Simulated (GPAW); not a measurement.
```cif
data_mgi2
_symmetry_space_group_name_H-M 'P 1'
_symmetry_Int_Tables_number 1
_cell_length_a 3.9807
_cell_length_b 3.9807
_cell_length_c 14.6000
_cell_angle_alpha 90.000
_cell_angle_beta 90.000
_cell_angle_gamma 120.000
_cell_volume 200.35
loop_
_atom_site_label
_atom_site_type_symbol
_atom_site_fract_x
_atom_site_fract_y
_atom_site_fract_z
_atom_site_occupancy
Mg1 Mg 0.33333 0.66667 0.50000 1
I2 I 0.66667 0.33333 0.62475 1
I3 I 0.66667 0.33333 0.37525 1
_calc_subject 'MgI2 (2H monolayer): G0W0 with GPAW, start to end'
_calc_method 'DFT, LDA, plane waves, PAW (and 1 further level or step)'
_calc_program 'GPAW 26.7.0'
_calc_settings 'cutoff 450 eV, GPAW PAW setups 1.2.1 data release, 9×9×1 k-mesh, nbands 335'
_calc_cost '3 runs, 6.8 min in all on 4 MPI ranks of Arm Neoverse V1, shared host'
_calc_notes 'The structure was relaxed with LDA. Limits: no spin-orbit coupling.'
_calc_lda_gap '2.87 eV, indirect'
_calc_g0w0_gap_on_the_mesh '4.83 eV'
_calc_gw_settings '9×9×1 mesh, 151 bands, screening to 48 eV, full frequency, Hilbert transform'
_calc_known_limits 'short of the basis limit; no spin-orbit coupling'
```

[Long decimals in the printed logs are rounded to 6 places.]

[Logs are printed without paths, hosts, clocks, repeated set-up lines and the standing remarks that a program may print on its own settings, such as how far it seeks lower states.]

[Paths, hosts, dates, memory and timing lines, banners, echoed tables and standing remarks are left out of the program output; an Ansatz launch command may be rebuilt from the run's recorded settings. Measured values are a selection of at most five: reports struck by readers or far from the other reports are left out. None is set beside runs whose start may be inverted or whose files or cutoffs have a known fault.]

[Runs of the session that timed out or met a known fault of the program may be left out.]

[Hosts, paths, dates, database ids (printed as entryN), source tags and the programs' standing remarks are cut or masked in the printed files.]

[Where the starting crystal was built by hand or by swapping elements, it need not be the compound's stable phase.]
